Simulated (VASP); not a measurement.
A calculation with VASP 6.6.1 of PtSe2 (Sudovikovite) (ASE script, structure from a P1 CIF):

run.py

```python
from ase.calculators.vasp import Vasp
from ase.dft.bandgap import bandgap
from ase.io import read

atoms = read('PtSe2.cif')
calc = Vasp(
    directory='calc',
    xc='pbe',
    pp='PBE',
    setups='materialsproject',
    prec='Accurate',
    encut=520,
    ediff=1e-06,
    ismear=0,
    sigma=0.1,
    lreal=False,
    lasph=True,
    nelm=80,
    algo='Fast',
    isif=2,
    lwave=False,
    lcharg=False,
    kpts=[8, 8, 5],
    gamma=True,
)
atoms.calc = calc

print('energy (eV):', atoms.get_potential_energy())
print('free energy (eV):', atoms.get_potential_energy(force_consistent=True))
print('forces (eV/A):')
print(atoms.get_forces())
print('stress (eV/A^3, Voigt):', atoms.get_stress())
print('Fermi level (eV):', calc.get_fermi_level())
gap, top, bottom = bandgap(calc)
print('band gap (eV):', gap, 'from (spin, k, band)', top, 'to', bottom)
```

PtSe2.cif

```cif
data_PtSe2
_cell_length_a 3.72400000
_cell_length_b 3.72400000
_cell_length_c 5.06200000
_cell_angle_alpha 90.00000000
_cell_angle_beta 90.00000000
_cell_angle_gamma 120.00000000
_space_group_name_H-M_alt 'P1'
_space_group_name_Hall 'P 1'
_space_group_IT_number 1
loop_
_space_group_symop_operation_xyz
'x,y,z'
loop_
_atom_site_label
_atom_site_type_symbol
_atom_site_symmetry_multiplicity
_atom_site_Wyckoff_symbol
_atom_site_fract_x
_atom_site_fract_y
_atom_site_fract_z
_atom_site_occupancy
Pt1 Pt 1 a 0.0000000000 0.0000000000 0.0000000000 1
Se1 Se 1 a 0.6666666667 0.3333333333 0.7500000000 1
Se2 Se 1 a 0.3333333333 0.6666666667 0.2500000000 1
```

Potentials or basis: VASP PAW PBE potentials, release 64 (Pt, Se).

Launch:

```sh
$ python run.py
```

**Question.** Write the same calculation in another form: native input, structure from a POSCAR.

**Answer.** As run:

Contents of INCAR:

```
PREC     = Accurate       # precision mode
ENCUT    = 520            # plane-wave cutoff, eV
EDIFF    = 1E-6           # SCF threshold, eV
ISMEAR   = 0              # smearing method
SIGMA    = 0.1            # smearing width, eV
LREAL    = False          # projectors in reciprocal space
LASPH    = True           # aspherical terms in the spheres
NELM     = 100            # most SCF steps
ALGO     = Fast           # electronic algorithm
ISIF     = 2              # what is computed and relaxed
LWAVE    = False          # write WAVECAR
LCHARG   = False          # write CHGCAR
GGA      = PE             # functional
```

Contents of KPOINTS:

```
Automatic mesh
0
Gamma
  8 8 5
```

File POSCAR:

```
PtSe2
3.724
    1.000000000000      0.000000000000      0.000000000000
   -0.500000000000      0.866025403786      0.000000000000
    0.000000000000      0.000000000000      1.359291084855
Pt Se
1 2
Direct
    0.0000000000      0.0000000000      0.0000000000
    0.6666666667      0.3333333333      0.7500000000
    0.3333333333      0.6666666667      0.2500000000
```

Potentials or basis: VASP PAW PBE potentials, release 64 (Pt, Se).

Run with:

```sh
$ cat potpaw_PBE.64/Pt/POTCAR potpaw_PBE.64/Se/POTCAR > POTCAR
$ mpirun -np 1 vasp_std > vasp.out
```

Both were run:

|  | ASE script, structure from a P1 CIF | native input, structure from a POSCAR |
| --- | --- | --- |
| Pressure | 7.3 GPa | 7.3 GPa |
| Largest force | 0.598 eV/Å | 0.598 eV/Å |
| Band gap on the k mesh | none (metal or under the smearing width) | none (metal or under the smearing width) |

Keys that steer only the numerical path or the files written may differ.
